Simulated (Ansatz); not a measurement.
Is this Ge structure a true minimum?

The cell was found from a structure generator's guess, not taken from experiment.

Theory: Ansatz, DFT PBE, scalar-relativistic, plane waves, PAW. Settings: cutoff 420 eV, Γ-centred mesh 14×14×14 on the computed 4-atom cell, Gaussian smearing of 0.10 eV; no spin polarisation.

The cell below (4 atoms, space group Imma (No. 74)) is relaxed within its symmetry.

```
CELL_PARAMETERS angstrom
-2.06924 3.95938 3.45664
2.06924 -3.95938 3.45664
2.06924 3.95938 -3.45664
ATOMIC_POSITIONS crystal
Ge 0.73650 0.14699 0.58951
Ge 0.94252 0.85301 0.08951
Ge 0.05748 0.14699 0.91049
Ge 0.26350 0.85301 0.41049
```

For the test a repeat of it with 8 atoms (edges 5.65, 5.65, 8.06 Å) was strained at random (σ = 1.5 % a component), the atoms were moved at random (σ = 0.05 Å), and all was relaxed again on a coarse 4×4×4 mesh (in the run’s order of axes) with 0.20 eV smearing, with no symmetry imposed.

Task: Does it come back?

Result: It returns, within 1 meV/atom of the unmoved cell on that mesh and with the same symmetry when read at 0.1 Å (P-1 at 0.01 Å, so small strains and shifts remain). So it is stable against the distortions that fit this cell and that this random move excites. Modes that don't fit the cell aren't tested. Another cell of Ge relaxed alike, in Fd-3m, lies 173 meV/atom lower, so this cell isn't the stable form at this level.
